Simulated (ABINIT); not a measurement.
CuO:

```xyz
2
Lattice="2.5526 0.0000 0.0000 0.0000 2.5526 0.0000 0.0000 0.0000 2.5526" Properties=species:S:1:pos:R:3 pbc="T T T"
Cu    0.0000    0.0000    0.0000
O     1.2763    1.2763    1.2763
```

Measurements of this composition are mostly on another form, of space group No. 15.

* Program: ABINIT 10.8.3 (patched build)
* Task: single point
* Functional: PBE
* Potentials or basis: JTH PAW PBE v2.0
* Cutoff: 707 eV
* k mesh: 10 × 10 × 10
* Occupations: fermi-dirac, width 0.05 eV
* Spin: no spin polarisation

On this cell: pressure 20.5 GPa; largest force zero by symmetry; band gap on the k mesh none (metal or under the smearing width).

The same run follows on a disturbed copy (atoms moved at random, drawn with an rms of 0.05 Å):

```
Cu O
1.0
     2.55255    0.00000    0.00000
     0.00000    2.55255    0.00000
     0.00000    0.00000    2.55255
Cu O
1 1
Direct
  0.01289 0.00275 0.99633
  0.48376 0.50227 0.50036
```

What does the disturbed cell give?

The energy (extrapolated to zero smearing) moves by +3.5 meV/atom; pressure 21.0 GPa; largest force 0.181 eV/Å; band gap on the k mesh none (metal or under the smearing width).

Forces on the atoms (eV/Å):
```
Cu  -0.180  0.000  0.025
O    0.180  0.000 -0.025
```

Stress tensor (GPa, compression positive):
```
20.93  0.00 -0.04
 0.00 21.10  0.00
-0.04  0.00 21.09
```

Caveats: an odd number of electrons without spin polarisation forces a metal; a magnetic or distorted state may lie lower; the run has no spin polarisation, though such a crystal can be magnetic; semilocal functionals often make such compounds metallic where correlation or magnetic order opens a gap, which also shifts bond lengths; so large a pressure means that the cell lies far from this level's equilibrium, or that cutoff or potentials fall short (some runs).
